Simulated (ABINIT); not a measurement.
Re:

```
Re
1.0
     2.76080    0.00000    0.00000
    -1.38040    2.39092    0.00000
     0.00000    0.00000    4.45820
Re
2
Direct
  0.66667 0.33333 0.75000
  0.33333 0.66667 0.25000
```

Base run:

| Property | Result |
| --- | --- |
| Program | ABINIT 10.8.3 (patched build) |
| Functional | r2SCAN |
| Potentials or basis | SG15 NC PBE v1.2 |
| Cutoff | 844 eV |
| k mesh | 9 × 9 × 5 |
| Occupations | fermi-dirac, width 0.05 eV |
| Spin | no spin polarisation |

Its results: band gap on the k mesh none (metal or under the smearing width); pressure 1.2 GPa.

Question: The run is repeated on the same cell with these changes: potentials or basis from SG15 NC PBE v1.2 to Ansatz NC r2SCAN; cutoff from 844 eV to 1469 eV. What comes out?

Answer: Band gap on the k mesh none (metal or under the smearing width); pressure -0.2 GPa.

Caveats: spin-orbit coupling is left out, which moves the levels of the heavy elements; the potentials were made for another functional, which shifts forces and pressure (some runs).
